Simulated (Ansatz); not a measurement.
# C: energy along a strain

C, P6_3/mmc, a = 2.512 Å, c = 4.180 Å. Ansatz: PBE, PAW, 420 eV, Γ-centred 12×12×6 mesh on 4 atoms, Gaussian smearing 0.05 eV; no spin polarisation. Cell vectors (Å): 2.512 0.000 0.000; -1.256 2.175 0.000; 0.000 0.000 4.180. The cell is strained by x per cent times the pattern (0 0 1 0 0 0) in the order xx yy zz yz xz xy (engineering shears), with fractional coordinates held. y is the free energy over the start, V0 = 5.709 Å³/atom.

| x (%) | y (meV/atom) |
| --- | --- |
| -4.00 | 40.69 |
| -3.00 | 22.31 |
| -2.00 | 9.66 |
| -1.00 | 2.35 |
| 0.00 | 0.00 |
| 1.00 | 2.23 |
| 2.00 | 8.74 |
| 3.00 | 19.15 |
| 3.50 | ? |
| 4.00 | 33.21 |

Q: Fit y = c2 x² + c3 x³ to the other rows, get the stiffness along the pattern, and predict the missing energy.

A: Least squares on the rows shown. y = 2.3075 x² − 0.058438 x³. The clamped-ion stiffness p·C·p = 2 × 23.08 eV × 160.2 / 5.709 Å³ = 1295 GPa, which is C33 in these axes. At x = 3.50 the fit asked for gives 25.76 meV/atom. The run gave 25.74 meV/atom, so the fit is 0.02 meV/atom too high, within the rms miss on the fitted rows (0.03 meV/atom).